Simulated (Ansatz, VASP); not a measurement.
One calculation of MgO, two programs

```xyz
4
Lattice="3.7556 0.0000 0.0000 -1.8778 3.2524 0.0000 0.0000 0.0000 3.6005" Properties=species:S:1:pos:R:3 pbc="T T T"
Mg    1.8778    1.0841    2.7004
Mg    0.0000    2.1683    0.9001
O     1.8778    1.0841    0.9001
O     0.0000    2.1683    2.7004
```

Alike in both runs: task single point; functional PBEsol; k mesh 9 × 9 × 6; occupations gaussian, width 0.05 eV; no spin polarisation.

```csv
,VASP,Ansatz
version,VASP 6.6.1,Ansatz 0.2.0
potentials or method,"VASP PAW PBE potentials, release 64 (Mg, O)","scalar-relativistic, plane waves, PAW"
plane-wave cutoff (eV),520,420
valence electrons in the cell,16,32
```

```tsv
	VASP	Ansatz	Ansatz less VASP
gap on the k mesh at the Fermi level (eV)	3.22	3.24	+0.012
least direct gap on the mesh (eV)	3.46	3.45	-0.001
pressure (GPa)	19.4	19.4	-0.09
largest component of the traceless stress (GPa)	48.78	47.75	-1.031
```

The two sets of potentials don't hold the same shells in valence.

Caveats: so large a pressure means that the cell lies far from this level's equilibrium, or that cutoff or potentials fall short (VASP); the potentials were made for another functional, which shifts forces and pressure (VASP); an odd mesh through Γ misses points on the zone boundary, where band edges often lie. PBEsol gaps usually lie below the measured ones, often by a third to a half.
